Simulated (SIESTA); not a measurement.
Crystal: Si2W.

```
W Si
1.0
    -1.60690    1.60690    3.91495
     1.60690   -1.60690    3.91495
     1.60690    1.60690   -3.91495
W Si
1 2
Direct
  0.00000 0.00000 0.00000
  0.66530 0.66530 0.00000
  0.33470 0.33470 0.00000
```

Base run:

| Quantity | Value |
| --- | --- |
| Program | SIESTA 5.4.2 |
| Functional | LDA |
| Potentials or basis | PseudoDojo 0.4 standard (LDA files) |
| Basis | TZP (energy shift 0.002 Ry) |
| Grid cutoff | 800 Ry |
| Energy shift | 0.002 Ry |
| k mesh | 9 × 9 × 9 |
| Occupations | fermi-dirac, width 0.05 eV |
| Spin | no spin polarisation |

Its results: band gap on the k mesh none (metal or under the smearing width); pressure -5.9 GPa; largest force 0.073 eV/Å.

The run is repeated on the same cell with these changes: functional from LDA to PBEsol; potentials or basis from PseudoDojo 0.4 standard (LDA files) to PseudoDojo 0.4 standard (PBEsol files). What comes out?

Band gap on the k mesh none (metal or under the smearing width); pressure -1.6 GPa; largest force 0.008 eV/Å.

Caveats: semicore shells carry a single zeta, which can move pressures by several GPa and volumes by a few percent; the basis of atomic orbitals isn't converged, which shifts pressures, moduli and gaps; spin-orbit coupling is left out, which moves the levels of the heavy elements (some runs).
